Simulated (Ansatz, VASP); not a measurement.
Given: the input of a run of VASP 6.6.1 on Zn.

File INCAR:

```
PREC = Accurate ; ENCUT = 520
EDIFF = 1E-6 ; ISMEAR = 1
SIGMA = 0.025 ; LREAL = F
LASPH = T ; NELM = 150
ALGO = Fast ; ISIF = 2
LWAVE = F ; LCHARG = T
ISPIN = 2 ; MAGMOM = 0.5
LORBIT = 11 ; GGA = PE
IVDW = 12 ; LELF = T
LVHAR = T ; NBANDS = 16
```

Contents of KPOINTS:

```
Automatic mesh
0
Gamma
  12 12 12
```

Contents of POSCAR:

```
Zn
1.0
   -1.5478311978      1.5478311978      1.5478311978
    1.5478311978     -1.5478311978      1.5478311978
    1.5478311978      1.5478311978     -1.5478311978
Zn
1
Direct
    0.0000000000      0.0000000000      0.0000000000
```

Potentials or basis: VASP PAW PBE potentials, release 64 (Zn).

The run is started by

```sh
$ cat potpaw_PBE.64/Zn/POTCAR > POTCAR
$ mpirun -np 1 vasp_std > vasp.out
```

**Question.** Translate it to Ansatz 0.2.0. Potentials there: all-electron LAPW, scalar-relativistic.

**Answer.** As run (the cutoff follows the program's own potentials):

File input.yaml:

```yaml
crystal:
  lattice:
    - [-1.5478311978, 1.5478311978, 1.5478311978]
    - [1.5478311978, -1.5478311978, 1.5478311978]
    - [1.5478311978, 1.5478311978, -1.5478311978]
  atoms:
    - { symbol: Zn, position: [0.0, 0.0, 0.0], spin: 0.5 }
kpoints:
  mp_grid: { grid: [12, 12, 12] }
scf:
  occupations: { method: methfessel_paxton, width: 0.025 }
hamiltonian:
  xc: pbe
  dispersion: d3bjatm
  pseudopotentials: { kind: all_electron, lapw: { basis_error: 0.0005 } }
magnetization:
  spin_polarized: true
output:
  forces: true
  stress: true
  eigenvalues: true
```

Potentials or basis: all-electron LAPW, scalar-relativistic.

Run with:

```console
$ ansatz run input.yaml --threads 1 --pin off --max-ram 2560MiB --backend cpu --events-out ev --progress --plain --runs-dir out
```

Both were run:

|  | VASP | Ansatz | Ansatz less VASP |
| --- | --- | --- | --- |
| gap on the k mesh at the Fermi level (eV) | none | none | - |
| pressure (GPa) | -1.9 | -1.3 | +0.61 |
| net moment per atom (μB) | 0.05 | 0.05 | 0.000 |
| size of the moment on the site where the two differ most (μB) | 0.03 | 0.04 | +0.008 |
| dispersion energy (meV/atom) | -411.6 | -372.8 | +38.82 |

Site moments also hang on the region over which each program counts them. A gap of «none» marks a metal or a gap that the smearing closes. One of these differences is far larger than is usual between the two programs; its cause wasn't traced. Ansatz ran all-electron here, so the differences hold the error of VASP's frozen core and of both bases.

Caveats: pairwise dispersion overbinds metals, which lowers pressure and volume; three body term missing (VASP).
